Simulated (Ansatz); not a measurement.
**AlN: single point with RPBE**

AlN:

```xyz
2
Lattice="0.0000 2.0345 2.0345 2.0345 0.0000 2.0345 2.0345 2.0345 0.0000" Properties=species:S:1:pos:R:3 pbc="T T T"
Al    2.0345    2.0345    2.0345
N     0.0000    0.0000    0.0000
```

Measurements of this composition are mostly on another form, of space group No. 186.

```yaml
Program: Ansatz 0.2.0
Task: single point
Functional: RPBE
Potentials_or_basis: all-electron LAPW, scalar-relativistic
Cutoff: 321 eV (chosen from the basis error)
Basis_error_allowed: 0.001 eV/atom
k_mesh: 11 × 11 × 11
Occupations: gaussian, width 0.1 eV
Spin: no spin polarisation
```

```yaml
Pressure: 5.0 GPa
Band_gap_on_the_k_mesh: 4.69 eV, indirect (least direct gap 5.43 eV)
```

Levels at points of the mesh, in eV from the valence-band top:
```
           k point  band 6  band 7  band 8  band 9  band 10  band 11  band 12  band 13
(0.00, 0.00, 0.00)  -17.43    0.00    0.00    0.00     5.43    12.13    12.13    12.13
```

Wall time 3.9 s on 1 thread of Arm Neoverse V2, on a shared host, peak memory 0.26 GiB.

Caveat: an odd mesh through Γ misses points on the zone boundary, where band edges often lie. RPBE gaps usually lie below the measured ones, often by a third to a half.
